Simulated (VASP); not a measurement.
# BiTe (R-3m) in VASP: further runs, part 2 of 2

VASP 6.6.1. The steps go on from the part before.

## Step 3: Single point, PBE

The input, INCAR:

```
PREC = Accurate
ENCUT = 900
EDIFF = 1E-8
ISMEAR = 0
SIGMA = 0.05
LREAL = F
LASPH = T
NELM = 100
ALGO = Normal
ISIF = 2
LWAVE = F
LCHARG = F
GGA = PE
NBANDS = 18
ADDGRID = F
```

The input, KPOINTS:

```
Automatic mesh
0
Gamma
  10 10 10
```

The input, POSCAR:

```
BiTe
1.0
    2.4227077728      1.3987509848      3.3172919545
   -2.4227077728      1.3987509848      3.3172919545
    0.0000000000     -2.7975019696      3.3172919545
Bi Te
1 1
Direct
    0.5120250000      0.5038480000      0.5048510000
   -0.0040940000     -0.0152210000     -0.0035880000
```

Potentials or basis: VASP PAW PBE potentials, release 64 (Bi_d, Te).

Started as:

```bash
$ cat potpaw_PBE.64/Bi_d/POTCAR potpaw_PBE.64/Te/POTCAR > POTCAR
$ mpirun -np 1 vasp_std > vasp.out
```

OUTCAR:

```text
PREC = Accurate
   ENCUT = 900
   EDIFF = 1E-8
   ISMEAR = 0
   LREAL = F
   LASPH = T
   NELM = 100
   ISIF = 2
   GGA = PE

 ion  position               nearest neighbor table
   1  0.512  0.504  0.505-   2 3.16   2 3.19   2 3.20   2 3.31   2 3.32   2 3.35
   2  0.996  0.985  0.996-   1 3.16   1 3.19   1 3.20   1 3.31   1 3.32   1 3.35

  LATTYP: Found a trigonal (rhomboedric) cell.
 ALAT       =     4.3394058558
 COS(alpha) =     0.3765932224

  Lattice vectors:

 A1 = (   2.4227077728,   1.3987509848,   3.3172919545)
 A2 = (  -2.4227077728,   1.3987509848,   3.3172919545)
 A3 = (   0.0000000000,  -2.7975019696,   3.3172919545)

Analysis of symmetry for initial positions (statically):
=====================================================================
 Subroutine PRICEL returns:
 Original cell was already a primitive cell.

 Routine SETGRP: Setting up the symmetry group for a
 trigonal (rhombohedral) supercell.

 Subroutine GETGRP returns: Found  1 space group operations
 (whereof  1 operations were pure point group operations)
 out of a pool of 12 trial point group operations.

The static configuration has the point symmetry C_1 .

Analysis of symmetry for dynamics (positions and initial velocities):
=====================================================================
 Subroutine PRICEL returns:
 Original cell was already a primitive cell.

 Routine SETGRP: Setting up the symmetry group for a
 trigonal (rhombohedral) supercell.

 Subroutine GETGRP returns: Found  1 space group operations
 (whereof  1 operations were pure point group operations)
 out of a pool of 12 trial point group operations.

The dynamic configuration has the point symmetry C_1 .

 Subroutine INISYM returns: Found  1 space group operations
 (whereof  1 operations are pure point group operations),
 and found     1 'primitive' translations

----------------------------------------------------------------------------------------

                                     Primitive cell

  volume of cell :      67.4491

  direct lattice vectors                    reciprocal lattice vectors
     2.422707773  1.398750985  3.317291954     0.206380648  0.119153923  0.100483568
    -2.422707773  1.398750985  3.317291954    -0.206380648  0.119153923  0.100483568
     0.000000000 -2.797501970  3.317291954     0.000000000 -0.238307845  0.100483568

  length of vectors
     4.339405856  4.339405856  4.339405856     0.258626326  0.258626326  0.258626326

  position of ions in fractional coordinates (direct lattice)
     0.512025000  0.503848000  0.504851000
     0.995906000  0.984779000  0.996412000

  ion indices of the primitive-cell ions
   primitive index   ion index
                 1           1
                 2           2

----------------------------------------------------------------------------------------

 KPOINTS: Automatic mesh

Automatic generation of k-mesh.
 Grid dimensions read from file:
 generate k-points for:   10   10   10

 Generating k-lattice:

  Cartesian coordinates                     Fractional coordinates (reciprocal lattice)
     0.020638065  0.011915392  0.010048357     0.100000000 -0.000000000  0.000000000
    -0.020638065  0.011915392  0.010048357    -0.000000000  0.100000000  0.000000000
     0.000000000 -0.023830785  0.010048357     0.000000000  0.000000000  0.100000000

  Length of vectors
     0.025862633  0.025862633  0.025862633

  Shift w.r.t. Gamma in fractional coordinates (k-lattice)
     0.000000000  0.000000000  0.000000000

 Subroutine IBZKPT returns following result:
 ===========================================

 Found    504 irreducible k-points:

 Following reciprocal coordinates:
            Coordinates               Weight
  0.000000  0.000000  0.000000      1.000000
  0.100000 -0.000000  0.000000      2.000000
 -0.000000  0.100000  0.000000      2.000000
  0.000000  0.000000  0.100000      2.000000
  0.200000 -0.000000  0.000000      2.000000
 -0.000000  0.200000  0.000000      2.000000
[... 16 lines left out ...]
 -0.100000 -0.200000  0.000000      2.000000
  0.100000 -0.000000  0.200000      2.000000
 [... further k-points ...]
   k-points           NKPTS =    504   k-points in BZ     NKDIM =    504   number of bands    NBANDS=     18
   number of dos      NEDOS =    301   number of ions     NIONS =      2
   total plane-waves  NPLWV =  74088
   dimension x,y,z NGX =    42 NGY =   42 NGZ =   42
   dimension x,y,z NGXF=    84 NGYF=   84 NGZF=   84
   ions per type =               1   1
   NGX,Y,Z   is equivalent  to a cutoff of  16.09, 16.09, 16.09 a.u.
   NGXF,Y,Z  is equivalent  to a cutoff of  32.18, 32.18, 32.18 a.u.
 SYSTEM =  unknown system
   PREC   = accura    normal or accurate (medium, high low for compatibility)
   ISTART =      0    job   : 0-new  1-cont  2-samecut
   ICHARG =      2    charge: 1-file 2-atom 10-const
   ISPIN  =      1    spin polarized calculation?
   LNONCOLLINEAR =      F non collinear calculations
   LSORBIT =      F    spin-orbit coupling
   LASPH  =      T    aspherical Exc in radial PAW
   ENCUT  =  900.0 eV  66.15 Ry    8.13 a.u.  10.61 10.61 10.61*2*pi/ulx,y,z
   NELM   =    100;   NELMIN=  2; NELMDL= -5     # of ELM steps
   EDIFF  = 0.1E-07   stopping-criterion for ELM
   LREAL  =      F    real-space projection
   EDIFFG = 0.1E-06   stopping-criterion for IOM
   NSW    =      0    number of steps for IOM
   IBRION =     -1    ionic relax: 0-MD 1-quasi-New 2-CG
[... 26 lines left out ...]
 non-spin polarized calculation
 Gauss-broadening in eV      SIGMA  =   0.05
  energy-cutoff  :      900.00
  volume of cell :       67.45
 maximum number of plane-waves:      4158
   NGX = 21   NGY = 21   NGZ = 21

 number of electron      21.0000000 magnetization

 Free energy of the ion-electron system (eV)
  ---------------------------------------------------
  ext. energy  EPLUGINS =         0.00000000
  ---------------------------------------------------
  free energy    TOTEN  =        -7.17125007 eV

  energy without entropy =       -7.17010915  energy(sigma->0) =       -7.17067961

 E-fermi :   6.6944     XC(G=0):  -9.4750

 val. band max:        6.6935231393   @ k =  -0.0000   0.2000   0.1000
 cond. band min:       6.6978827322   @ k =   0.0000  -0.1000  -0.2000
 fundamental gap:      0.0043595930
 Fermi energy:         6.6944100003

 k-point     1 :       0.0000    0.0000    0.0000
  band No.  band energies     occupation
      1     -16.5501      2.00000
      2     -16.5500      2.00000
      3     -16.5362      2.00000
      4     -16.5348      2.00000
      5     -16.5203      2.00000
      6      -6.8253      2.00000
[... 10 lines left out ...]
     17      13.3366      0.00000
     18      13.5677      0.00000

 k-point     2 :       0.1000   -0.0000    0.0000
  band No.  band energies     occupation
      1     -16.5500      2.00000
      2     -16.5498      2.00000
      3     -16.5364      2.00000
      4     -16.5344      2.00000
      5     -16.5201      2.00000
      6      -6.7401      2.00000
[... 10 lines left out ...]
     17      13.4594      0.00000
     18      13.9494      0.00000

 k-point     3 :      -0.0000    0.1000    0.0000
  band No.  band energies     occupation
      1     -16.5500      2.00000
      2     -16.5498      2.00000
      3     -16.5365      2.00000
      4     -16.5342      2.00000
      5     -16.5201      2.00000
      6      -6.7402      2.00000
[... 10 lines left out ...]
     17      13.4607      0.00000
     18      13.9524      0.00000

 k-point     4 :       0.0000    0.0000    0.1000
  band No.  band energies     occupation
      1     -16.5500      2.00000
      2     -16.5498      2.00000
      3     -16.5355      2.00000
      4     -16.5352      2.00000
      5     -16.5201      2.00000
      6      -6.7399      2.00000
[... 375 lines left out ...]
      4     -16.5320      2.00000
      5     -16.5198      2.00000
      6      -6.5039      2.00000
[... 10 lines left out ...]
     17      13.7647      0.00000
     18      14.3416      0.00000

 k-point    23 :      -0.1000   -0.2000    0.0000
  band No.  band energies     occupation
      1     -16.5509      2.00000
      2     -16.5489      2.00000
      3     -16.5373      2.00000
      4     -16.5317      2.00000
      5     -16.5198      2.00000
      6      -6.5032      2.00000
[... 10 lines left out ...]
     17      13.7693      0.00000
     18      14.3360      0.00000

 k-point    24 :       0.1000   -0.0000    0.2000
  band No.  band energies     occupation
      1     -16.5507      2.00000
      2     -16.5491      2.00000
      3     -16.5363      2.00000
      4     -16.5329      2.00000
      5     -16.5196      2.00000
      6      -6.5033      2.00000
[... 10 lines left out ...]
     17      13.7626      0.00000
     18      14.3383      0.00000

 [... further k-points ...]
[... 5 lines left out ...]
  --------------------------------------------------------------------------------------
  -------------------------------------------------------------------------------------
  Total        0.0277961      0.0836387      0.1207686      0.0065424      0.0161673     -0.0026153
  in kB        0.6602652      1.9867421      2.8687209      0.1554066      0.3840359     -0.0621224
  external PRESSURE =       1.8385761 kB  Pullay stress =       0.0000000 kB

 VOLUME and BASIS-vectors are now :
 -----------------------------------------------------------------------------
  energy-cutoff  :      900.00
  volume of cell :       67.45
      direct lattice vectors                 reciprocal lattice vectors
     2.422707773  1.398750985  3.317291954     0.206380648  0.119153923  0.100483568
    -2.422707773  1.398750985  3.317291954    -0.206380648  0.119153923  0.100483568
     0.000000000 -2.797501970  3.317291954     0.000000000 -0.238307845  0.100483568

 POSITION                                       TOTAL-FORCE (eV/Angst)
 -----------------------------------------------------------------------------------
      0.01981      0.00863      5.04469         0.016900     -0.062011     -0.170395
      0.02696     -0.01698      9.87590        -0.016900      0.062011      0.170395
 -----------------------------------------------------------------------------------
    total drift:                               -0.000109     -0.000070     -0.000153

  FREE ENERGIE OF THE ION-ELECTRON SYSTEM (eV)
  ---------------------------------------------------
  free  energy   TOTEN  =        -7.1712500663 eV

  energy  without entropy=       -7.1701091472  energy(sigma->0) =       -7.17067961
```

stdout:

```text
POSCAR found type information on POSCAR BiTe
 POSCAR found :  2 types and       2 ions
 scaLAPACK will be used
 LDA part: xc-table for (Slater+PW92), standard interpolation
 POSCAR, INCAR and KPOINTS ok, starting setup
 FFT: planning ... GRIDC
 FFT: planning ... GRID_SOFT
 FFT: planning ... GRID
 WAVECAR not read
 entering main loop
```

Run time: 21 min. Hardware: 1 thread of Intel Xeon 6975P-C (Granite Rapids), shared host; peak memory 1.4 GiB.

Results:

- Free energy: -7.1713 eV
- Pressure: 0.2 GPa
- Largest force: 0.182 eV/Å
- Band gap on the k mesh: none (metal or under the smearing width)

Forces in eV/Å, atoms in the order of the input:
```
Bi   0.017 -0.062 -0.170
Te  -0.017  0.062  0.170
```

Levels at points of the mesh, in eV from the Fermi level:
| k point | band 7 | band 8 | band 9 | band 10 | band 11 | band 12 | band 13 | band 14 |
| --- | --- | --- | --- | --- | --- | --- | --- | --- |
| (0.00, 0.00, 0.00) | -8.29 | -2.96 | -2.94 | -1.61 | 1.81 | 2.42 | 2.48 | 4.07 |
| (0.50, 0.00, 0.00) | -11.32 | -2.02 | -1.85 | -1.15 | -0.93 | -0.47 | 0.38 | 6.60 |
| (0.00, 0.50, 0.00) | -11.30 | -2.02 | -1.85 | -1.16 | -0.91 | -0.47 | 0.37 | 6.58 |
| (0.00, 0.00, 0.50) | -11.37 | -1.99 | -1.85 | -1.13 | -0.97 | -0.50 | 0.41 | 6.63 |
| (0.50, 0.50, 0.00) | -10.03 | -5.59 | -4.51 | -3.30 | 2.19 | 3.24 | 3.58 | 4.56 |
| (0.50, 0.00, 0.50) | -10.00 | -5.61 | -4.52 | -3.29 | 2.11 | 3.31 | 3.59 | 4.55 |
| (0.00, 0.50, 0.50) | -10.00 | -5.60 | -4.52 | -3.29 | 2.13 | 3.29 | 3.59 | 4.55 |
| (0.50, 0.50, 0.50) | -10.74 | -2.47 | -2.43 | -2.41 | -1.41 | -1.25 | -1.19 | 7.75 |

Caveat: spin-orbit coupling is left out, which moves the levels of the heavy elements.

## Step 4: Single point, PBE

Edit INCAR of step 3 so:

```diff
@@ -1,4 +1,4 @@
 PREC = Accurate
-ENCUT = 900
-EDIFF = 1E-8
+ENCUT = 550
+EDIFF = 1E-7
 ISMEAR = 0
```

The input, KPOINTS:

```
Automatic mesh
0
Gamma
  7 7 7
```

The input, POSCAR:

```
BiTe
1.0
    2.4227077728      1.3987509848      3.3172919545
   -2.4227077728      1.3987509848      3.3172919545
    0.0000000000     -2.7975019696      3.3172919545
Bi Te
1 1
Direct
    0.5000000000      0.5000000000      0.5000000000
    0.0000000000      0.0000000000      0.0000000000
```

Started as:

```bash
$ cat potpaw_PBE.64/Bi_d/POTCAR potpaw_PBE.64/Te/POTCAR > POTCAR
$ mpirun -np 1 vasp_std > vasp.out
```

Run time: 37 s. Hardware: 1 thread of Intel Xeon 6975P-C (Granite Rapids), shared host; peak memory 0.22 GiB.

These settings aren't checked as converged: the numbers below hold their error.

Results:

```yaml
Free_energy: -7.1701 eV
Pressure: 0.1 GPa
Band_gap_on_the_k_mesh: none (metal or under the smearing width)
```

Caveat: spin-orbit coupling is left out, which moves the levels of the heavy elements.

## Step 5: Single point, PBE

INCAR is that of step 4.

KPOINTS is that of step 4.

The input, POSCAR:

```
BiTe
1.0
    2.4227077728      1.3987509848      3.3172919545
   -2.4227077728      1.3987509848      3.3172919545
    0.0000000000     -2.7975019696      3.3172919545
Bi Te
1 1
Direct
    0.5120250000      0.5038480000      0.5048510000
   -0.0040940000     -0.0152210000     -0.0035880000
```

Started as:

```bash
$ cat potpaw_PBE.64/Bi_d/POTCAR potpaw_PBE.64/Te/POTCAR > POTCAR
$ mpirun -np 1 vasp_std > vasp.out
```

It took 98 s on 1 thread of Intel Xeon 6975P-C (Granite Rapids), shared host; peak memory 0.37 GiB.

The run converged, but some of its settings lie outside the range that counts as converged, so its numbers aren't taken as properties of the crystal.

Results:

* Free energy: -7.1591 eV
* Pressure: 0.3 GPa
* Largest force: 0.183 eV/Å
* Band gap on the k mesh: none (metal or under the smearing width)

Caveat: spin-orbit coupling is left out, which moves the levels of the heavy elements.

## Step 6: Single point, PBE

INCAR is that of step 5.

The input, KPOINTS:

```
Automatic mesh
0
Gamma
  9 9 9
```

The input, POSCAR:

```
BiTe
1.0
    2.4227077728      1.3987509848      3.3172919545
   -2.4227077728      1.3987509848      3.3172919545
    0.0000000000     -2.7975019696      3.3172919545
Bi Te
1 1
Direct
    0.5000000000      0.5000000000      0.5000000000
    0.0000000000      0.0000000000      0.0000000000
```

Potentials or basis: VASP PAW PBE potentials, release 64 (Bi_d, Te).

Started as:

```bash
$ cat potpaw_PBE.64/Bi_d/POTCAR potpaw_PBE.64/Te/POTCAR > POTCAR
$ mpirun -np 1 vasp_std > vasp.out
```

OUTCAR:

```text
PREC = Accurate
   ENCUT = 550
   EDIFF = 1E-7
   ISMEAR = 0
   LREAL = F
   LASPH = T
   NELM = 100
   ISIF = 2
   GGA = PE

 Found     85 irreducible k-points:

 Following reciprocal coordinates:
            Coordinates               Weight
  0.000000  0.000000  0.000000      1.000000
  0.111111 -0.000000  0.000000      6.000000
  0.222222 -0.000000  0.000000      6.000000
  0.333333  0.000000  0.000000      6.000000
  0.444444 -0.000000  0.000000      6.000000
  0.111111  0.111111  0.000000      6.000000
   k-points           NKPTS =     85   k-points in BZ     NKDIM =     85   number of bands    NBANDS=     18
   number of dos      NEDOS =    301   number of ions     NIONS =      2
   total plane-waves  NPLWV =  46656
   dimension x,y,z NGX =    36 NGY =   36 NGZ =   36
   dimension x,y,z NGXF=    72 NGYF=   72 NGZF=   72
   ions per type =               1   1
   NGX,Y,Z   is equivalent  to a cutoff of  13.79, 13.79, 13.79 a.u.
   NGXF,Y,Z  is equivalent  to a cutoff of  27.58, 27.58, 27.58 a.u.
 SYSTEM =  unknown system
   PREC   = accura    normal or accurate (medium, high low for compatibility)
   ISTART =      0    job   : 0-new  1-cont  2-samecut
   ICHARG =      2    charge: 1-file 2-atom 10-const
[... 55 lines left out ...]

 E-fermi :   6.6485     XC(G=0):  -9.4764

 val. band max:        6.6412226870   @ k =  -0.4444   0.2222   0.2222
 cond. band min:       6.6568955335   @ k =  -0.2222   0.4444   0.2222
 fundamental gap:      0.0156728465
 Fermi energy:         6.6484522883

 k-point     1 :       0.0000    0.0000    0.0000
  band No.  band energies     occupation
      1     -16.5510      2.00000
      2     -16.5510      2.00000
      3     -16.5424      2.00000
      4     -16.5424      2.00000
      5     -16.5297      2.00000
      6      -6.8107      2.00000
[... 103 lines left out ...]
      5     -16.5296      2.00000
      6      -6.6625      2.00000
[... 10 lines left out ...]
     17      13.2904      0.00000
     18      13.7028      0.00000

 [... further k-points ...]

------------------------ aborting loop because EDIFF is reached ----------------------------------------

  FORCE on cell =-STRESS in cart. coord.  units (eV):
  Direction    XX          YY          ZZ          XY          YZ          ZX
  --------------------------------------------------------------------------------------
  -------------------------------------------------------------------------------------
  Total       -0.0835381     -0.0835381      0.0251970      0.0000000      0.0000000      0.0000000
  in kB       -1.9843517     -1.9843517      0.5985261      0.0000000      0.0000000      0.0000000
  external PRESSURE =      -1.1233924 kB  Pullay stress =       0.0000000 kB

 VOLUME and BASIS-vectors are now :
 -----------------------------------------------------------------------------
  energy-cutoff  :      550.00
  volume of cell :       67.45
      direct lattice vectors                 reciprocal lattice vectors
     2.422707773  1.398750985  3.317291954     0.206380648  0.119153923  0.100483568
    -2.422707773  1.398750985  3.317291954    -0.206380648  0.119153923  0.100483568
     0.000000000 -2.797501970  3.317291954     0.000000000 -0.238307845  0.100483568

 POSITION                                       TOTAL-FORCE (eV/Angst)
 -----------------------------------------------------------------------------------
      0.00000      0.00000      4.97594         0.000000     -0.000000      0.000000
      0.00000      0.00000      0.00000         0.000000      0.000000      0.000000
 -----------------------------------------------------------------------------------
    total drift:                               -0.000000     -0.000000      0.000000

  FREE ENERGIE OF THE ION-ELECTRON SYSTEM (eV)
  ---------------------------------------------------
  free  energy   TOTEN  =        -7.1827931897 eV

  energy  without entropy=       -7.1813160522  energy(sigma->0) =       -7.18205462
```

stdout:

```text
POSCAR found type information on POSCAR BiTe
 POSCAR found :  2 types and       2 ions
 scaLAPACK will be used
 LDA part: xc-table for (Slater+PW92), standard interpolation
 POSCAR, INCAR and KPOINTS ok, starting setup
 FFT: planning ... GRIDC
 FFT: planning ... GRID_SOFT
 FFT: planning ... GRID
 WAVECAR not read
 entering main loop
```

Wall time 72 s (1 thread of Intel Xeon 6975P-C (Granite Rapids), shared host); peak memory 0.27 GiB.

These settings aren't checked as converged: the numbers below hold their error.

Results:

```yaml
Free_energy: -7.1828 eV
Pressure: -0.1 GPa
Band_gap_on_the_k_mesh: none (metal or under the smearing width)
```

Caveat: spin-orbit coupling is left out, which moves the levels of the heavy elements.

## Step 7: For comparison

An earlier run on the cell as given: functional PBE; potentials or basis VASP PAW PBE potentials, release 64 (Bi_d, Te); cutoff 520 eV; k mesh 7 × 7 × 7; occupations fermi-dirac, width 0.05 eV; no spin polarisation.

- Pressure: 0.1 GPa
- Band gap on the k mesh: none (metal or under the smearing width)

## Step 8: Overview

| cell | k mesh | cutoff (eV) | smearing | gap on the mesh (eV) | pressure (GPa) |
| --- | --- | --- | --- | --- | --- |
| as given | 10 × 10 × 10 | 900 | gaussian 0.05 eV | none | 0.0 |
| grid = ENCUT=900 k=10x10x10 ISMEAR=0 SIGMA=0.05 PREC=Accurate EDIFF=1e-08 LREAL=False ADDGRID=False LASPH=True; atoms moved at random, drawn with an rms of 0.1 Å | 10 × 10 × 10 | 900 | gaussian 0.05 eV | none | 0.2 |
| as given | 7 × 7 × 7 | 520 | fermi-dirac 0.05 eV | none | 0.1 |

Alike in all rows: task single point; level PBE; potentials or basis VASP PAW PBE potentials, release 64 (Bi_d, Te); no spin polarisation.

Caveats: spin-orbit coupling is left out, which moves the levels of the heavy elements.

Absolute energies hang on the potentials; compare differences alone.
